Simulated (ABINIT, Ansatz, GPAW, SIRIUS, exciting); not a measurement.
MoS2: programs and potentials compared

```
Mo S
1.0
     3.22746    0.00000    0.00000
    -1.61373    2.79507    0.00000
     0.00000    0.00000    6.31247
Mo S
1 2
Direct
  0.00000 0.00000 0.50000
  0.66667 0.33333 0.74468
  0.33333 0.66667 0.25532
```

Measurements of this composition are mostly on another form, of space group No. 194.

Alike in all runs: task single point; functional PBEsol; k mesh 9 × 9 × 4; occupations fermi-dirac, width 0.05 eV; no spin polarisation; no spin-orbit coupling. Pressure is positive in compression and, in plane waves, holds the error of the finite cutoff, which Ansatz's Pulay term estimates and takes out.

| program and potentials | plane-wave cutoff (eV) | notes | pressure (GPa) |
| --- | --- | --- | --- |
| Ansatz, Ansatz PAW | 420 | potentials made for PBE, which Ansatz adapts in part | ? |
| exciting, all-electron LAPW+lo, shipped species files, valence relativity iora* | - | - | - |
| ABINIT, PseudoDojo NC SR PBEsol v0.4.1 standard | 1088 | - | -3.39 |
| Ansatz, all-electron LAPW, scalar-relativistic | - | - | -3.43 |
| SIRIUS, PseudoDojo 0.4.1 PBEsol standard (scalar relativistic) | 1102 | - | -3.38 |
| GPAW, PAW data sets generated for this functional | 600 | - | -3.53 |

Task: Estimate from the other rows what the run with Ansatz, Ansatz PAW gave.

Result: Pressure -3.45 GPa. The other rows, which needn't bracket it: pressure -3.53 to -3.38.
